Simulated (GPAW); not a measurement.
Runs of GPAW 26.7.0 on SiC (Moissanite). It takes space group P6_3mc (No. 186, hexagonal). Conventional cell: a = 3.076 Å, b = 3.076 Å, c = 5.048 Å, α = 90.00°, β = 90.00°, γ = 120.00°. Si (site symmetry 3m) is surrounded by 4 C at 1.87 to 1.94 Å. Around C (site symmetry 3m) lie 4 Si at 1.87 to 1.94 Å. 

```csv
task,level,potentials or basis,cell,older calculator (legacy_gpaw),band path,band points,data set,optimizer,pressure (GPa),V0 of scaled cells (Å³/atom),B0 (GPa),largest force (eV/Å)
equation of state,C09-vdW,"GPAW PAW data sets (gpaw-data 1.2.1), pw",as given,-,-,-,-,-,-,(a),219,-
equation of state,optB88-vdW,"GPAW PAW data sets (gpaw-data 1.2.1), pw",as given,yes,-,-,-,-,-,10.61,212,-
band structure,LDA,"JTH PAW 2.0, LDA, pw",as given,-,"GMKGALHA,LM,KH",100,"C jth, Si jth",-,(b),-,-,0.73
relaxation of cell and atoms,r4SCAN,"GPAW PAW data sets (gpaw-data 1.2.1), pw",relaxed,-,-,-,-,BFGS,0.2,-,-,0.01
```

Alike in all rows: no spin polarisation; k mesh 7 × 7 × 4; cutoff (eV) 800; smearing fermi-dirac 0.05 eV.

Question: Fill in the values left out.

Answer: (a) 10.50; (b) -4.3.

Caveats: the PAW data sets were made with another functional, which shifts forces and pressure a little (some runs); the cell was scaled at fixed shape and fractional positions, which overstates the stiffness of a crystal with free parameters, most of all of layers and chains (some runs); the program truncates these outside data sets (some runs); later steps reuse the first step's grids (some runs).
